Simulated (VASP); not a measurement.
# InAs (F-43m) in VASP: a series of runs, part 2 of 2

VASP 6.6.1. The steps go on from the part before.

**3. Relaxation of cell and atoms, PBE+D3(BJ)**

This run uses another cell than the first one, of 28.56 Å³/atom, 1.039 times its volume.

The input, INCAR:

```
  PREC = Accurate
  ENCUT = 600
  EDIFF = 1E-7
  ISMEAR = 0
  SIGMA = 0.03
  LREAL = F
  LASPH = T
  NELM = 80
  ALGO = Normal
  ISIF = 3
  LWAVE = F
  LCHARG = F
  GGA = PE
  IVDW = 12
  IBRION = 2
  NSW = 90
  EDIFFG = -0.005
```

The input, KPOINTS:

```
Automatic mesh
0
Gamma
  10 10 10
```

The input, POSCAR:

```
InAs                                    
1.0
    0.0000000000      3.0567662025      3.0567662025
    3.0567662025      0.0000000000      3.0567662025
    3.0567662025      3.0567662025     -0.0000000000
  In              As            
     1     1
Direct
     0.0000000000000000    0.0000000000000000    0.0000000000000000
     0.2500000000000000    0.2500000000000000    0.2500000000000000
```

Potentials or basis: VASP PAW PBE potentials, release 64 (In_d, As).

Launch:

```bash
$ cat potpaw_PBE.64/In_d/POTCAR potpaw_PBE.64/As/POTCAR > POTCAR
$ mpirun -np 1 vasp_std > vasp.out
```

Wall time 19 s (1 thread of Intel Xeon 6975P-C (Granite Rapids), shared host); peak memory 0.23 GiB.

The run converged. Its results:

```yaml
Free_energy: -8.3294 eV
Pressure_after_relaxing: 0.0 GPa
Band_gap_on_the_k_mesh: none (metal or under the smearing width)
Dispersion_energy_per_atom: -0.312 eV
```

Final structure:
```
In As
1.0
     0.00000    3.05677    3.05677
     3.05677    0.00000    3.05677
     3.05677    3.05677    0.00000
In As
1 1
Direct
  0.00000 0.00000 0.00000
  0.25000 0.25000 0.25000
```

Levels at points of the mesh, in eV from the Fermi level:
```csv
k point,band 6,band 7,band 8,band 9,band 10,band 11,band 12,band 13
"(0.00, 0.00, 0.00)",-11.66,-0.37,-0.01,-0.01,-0.01,3.88,3.88,3.88
"(0.50, 0.00, 0.00)",-10.29,-5.61,-0.95,-0.95,0.88,4.65,4.65,6.80
"(0.50, 0.50, 0.00)",-9.79,-5.71,-2.22,-2.22,1.59,2.05,8.97,9.04
```

Caveat: the relaxation stopped at its first step, so nothing moved; pairwise dispersion overbinds metals, which lowers pressure and volume; this crystal is a semiconductor, whose small gap the functional closes, so the metal is an error of the method.

**4. Relaxation of cell and atoms, PBE**

The input, INCAR:

```
ALGO     = Normal         # electronic algorithm
EDIFF    = 1E-6           # SCF threshold, eV
EDIFFG   = -0.01          # ionic threshold
ENCUT    = 300            # plane-wave cutoff, eV
GGA      = PE             # functional
IBRION   = 2              # ionic algorithm
ISIF     = 3              # what is computed and relaxed
ISMEAR   = 0              # smearing method
LASPH    = T              # aspherical terms in the spheres
LCHARG   = F              # write CHGCAR
LREAL    = F              # projectors in reciprocal space
LWAVE    = F              # write WAVECAR
NELM     = 80             # most SCF steps
NSW      = 90             # ionic steps
PREC     = Accurate       # precision mode
SIGMA    = 0.03           # smearing width, eV
```

The input, KPOINTS:

```
k-points
0
Gamma
  5 5 5
```

The input, POSCAR:

```
InAs
1.0
    0.0000000000      3.0180000000      3.0180000000
    3.0180000000      0.0000000000      3.0180000000
    3.0180000000      3.0180000000      0.0000000000
In As
1 1
Direct
    0.0000000000      0.0000000000      0.0000000000
    0.2500000000      0.2500000000      0.2500000000
```

Potentials or basis: VASP PAW PBE potentials, release 64 (In, As).

Launch:

```bash
$ cat potpaw_PBE.64/In/POTCAR potpaw_PBE.64/As/POTCAR > POTCAR
$ mpirun -np 1 vasp_std > vasp.out
```

Run time: 14 s. Hardware: 1 thread of Intel Xeon Platinum 8259CL at 2.50GHz (Skylake/Cascade Lake), shared host; peak memory 0.14 GiB.

The run converged. Its results:

* Free energy: -7.6549 eV
* Relaxed volume: 30.03 Å³/atom
* Relaxed cell: a = 4.396 Å, b = 4.396 Å, c = 4.396 Å, α = 60.00°, β = 60.00°, γ = 60.00°
* Space group after relaxing (to 0.05 Å): F-43m (No. 216)
* Energy gained by relaxing: 39.6 meV/atom
* Ionic steps: 3
* Pressure after relaxing: 0.0 GPa
* Band gap on the k mesh: none (metal or under the smearing width)

The path:
```tsv
step	energy change (eV)	largest force (eV/Å)	pressure (GPa)	volume (Å³)
1	0.0000	0.0000	5.43	54.98
2	-0.0625	0.0000	-1.92	62.73
3	-0.0792	0.0000	0.02	60.06
```

Final structure:
```yaml
crystal:
  lattice:
    - [0.00000, 3.10829, 3.10829]
    - [3.10829, 0.00000, 3.10829]
    - [3.10829, 3.10829, 0.00000]
  atoms:
    - { symbol: In, position: [0.00000, 0.00000, 0.00000] }
    - { symbol: As, position: [0.25000, 0.25000, 0.25000] }
```

Levels at points of the mesh, in eV from the Fermi level:
```csv
k point,band 2,band 3,band 4,band 5,band 6,band 7
"(0.00, 0.00, 0.00)",-0.59,-0.01,-0.01,-0.01,3.87,3.87
```

Caveat: the k mesh is coarse (spacing up to 0.36 Å⁻¹), so the values aren't converged; this crystal is a semiconductor, whose small gap the functional closes, so the metal is an error of the method. Zero-point motion and thermal expansion aren't in these numbers.

**5. Relaxation of cell and atoms, PBE**

This run uses another cell than the first one, of 30.03 Å³/atom, 1.092 times its volume.

INCAR: that of step 4 with these lines changed.

```diff
@@ -1,4 +1,4 @@
 ALGO     = Normal         # electronic algorithm
-EDIFF    = 1E-6           # SCF threshold, eV
-EDIFFG   = -0.01          # ionic threshold
+EDIFF    = 1E-7           # SCF threshold, eV
+EDIFFG   = -0.005         # ionic threshold
 ENCUT    = 300            # plane-wave cutoff, eV
```

KPOINTS is that of step 4.

The input, POSCAR:

```
InAs                                    
1.0
   -0.0000000000      3.1082897865      3.1082897865
    3.1082897865      0.0000000000      3.1082897865
    3.1082897865      3.1082897865      0.0000000000
  In              As            
     1     1
Direct
     0.0000000000000000    0.0000000000000000    0.0000000000000000
     0.2500000000000000    0.2500000000000000    0.2500000000000000
```

Launch:

```bash
$ cat potpaw_PBE.64/In/POTCAR potpaw_PBE.64/As/POTCAR > POTCAR
$ mpirun -np 1 vasp_std > vasp.out
```

It took 9.8 s on 1 thread of Intel Xeon Platinum 8259CL at 2.50GHz (Skylake/Cascade Lake), shared host; peak memory 0.15 GiB.

The run converged. Its results:

```
Free energy             : -7.6551 eV
Pressure after relaxing : 0.0 GPa
Band gap on the k mesh  : none (metal or under the smearing width)
```

Final structure:
```
In As
1.0
     0.00000    3.10829    3.10829
     3.10829    0.00000    3.10829
     3.10829    3.10829    0.00000
In As
1 1
Direct
  0.00000 0.00000 0.00000
  0.25000 0.25000 0.25000
```

Levels at points of the mesh, in eV from the Fermi level:
```csv
k point,band 1,band 2,band 3,band 4,band 5,band 6,band 7,band 8
"(0.00, 0.00, 0.00)",-11.35,-0.59,-0.01,-0.01,-0.01,3.87,3.87,3.87
```

Caveat: the relaxation stopped at its first step, so nothing moved; this crystal is a semiconductor, whose small gap the functional closes, so the metal is an error of the method.

**6. Relaxation of the atoms, PBE (a relaxed cell with its volume scaled by 0.94)**

The input, INCAR:

```
ALGO     = Normal         # electronic algorithm
EDIFF    = 1E-7           # SCF threshold, eV
EDIFFG   = -0.01          # ionic threshold
ENCUT    = 300            # plane-wave cutoff, eV
GGA      = PE             # functional
IBRION   = 2              # ionic algorithm
ISIF     = 2              # what is computed and relaxed
ISMEAR   = 0              # smearing method
LASPH    = T              # aspherical terms in the spheres
LCHARG   = F              # write CHGCAR
LREAL    = F              # projectors in reciprocal space
LWAVE    = F              # write WAVECAR
NELM     = 80             # most SCF steps
NSW      = 40             # ionic steps
PREC     = Accurate       # precision mode
SIGMA    = 0.03           # smearing width, eV
```

KPOINTS is that of step 5.

The input, POSCAR:

```
InAs                                    
1.0
    0.0000000000      3.0448374967      3.0448374967
    3.0448374967      0.0000000000      3.0448374967
    3.0448374967      3.0448374967      0.0000000000
  In              As            
     1     1
Direct
     0.0000000000000000    0.0000000000000000    0.0000000000000000
     0.2500000000000000    0.2500000000000000    0.2500000000000000
```

Potentials or basis: VASP PAW PBE potentials, release 64 (In, As).

Launch:

```bash
$ cat potpaw_PBE.64/In/POTCAR potpaw_PBE.64/As/POTCAR > POTCAR
$ mpirun -np 1 vasp_std > vasp.out
```

It took 9.5 s on 1 thread of Intel Xeon Platinum 8259CL at 2.50GHz (Skylake/Cascade Lake), shared host; peak memory 0.13 GiB.

Results (log left out):

```
Free energy             : -7.6171 eV
Pressure after relaxing : 3.6 GPa
Band gap on the k mesh  : none (metal or under the smearing width)
```

Final structure:
```
CELL_PARAMETERS angstrom
0.00000 3.04484 3.04484
3.04484 0.00000 3.04484
3.04484 3.04484 0.00000
ATOMIC_POSITIONS crystal
In 0.00000 0.00000 0.00000
As 0.25000 0.25000 0.25000
```

Levels at points of the mesh, in eV from the Fermi level:
```csv
k point,band 1,band 2,band 3,band 4,band 5,band 6,band 7,band 8
"(0.00, 0.00, 0.00)",-11.72,-0.27,-0.01,-0.01,-0.01,3.92,3.92,3.92
```

Caveat: the relaxation stopped at its first step, so nothing moved.

**7. Overview**

| task | level | potentials or basis | cell | k mesh | cutoff (eV) | mesh quality | gap on the mesh (eV) | pressure (GPa) |
| --- | --- | --- | --- | --- | --- | --- | --- | --- |
| relaxation of cell and atoms | PBE+D3(BJ) | VASP PAW PBE potentials, release 64 (In_d, As) | relaxed | 10 × 10 × 10 | 600 | not flagged | none | 0.0 |
| relaxation of cell and atoms | PBE | VASP PAW PBE potentials, release 64 (In, As) | relaxed | 5 × 5 × 5 | 300 | coarse | none | 0.0 |
| relaxation of cell and atoms | PBE | VASP PAW PBE potentials, release 64 (In, As) | relaxed | 5 × 5 × 5 | 300 | not flagged | none | 0.0 |
| relaxation of the atoms | PBE | VASP PAW PBE potentials, release 64 (In, As) | atoms relaxed from: a relaxed cell with its volume scaled by 0.94 | 5 × 5 × 5 | 300 | not flagged | none | 3.6 |

Alike in all rows: no spin polarisation; smearing gaussian 0.03 eV.

Caveats: some runs use coarse meshes; the relaxation stopped at its first step, so nothing moved (some runs); this crystal is a semiconductor, whose small gap the functional closes, so the metal is an error of the method (some runs); pairwise dispersion overbinds metals, which lowers pressure and volume (some runs).

Absolute energies hang on the potentials; compare differences alone.
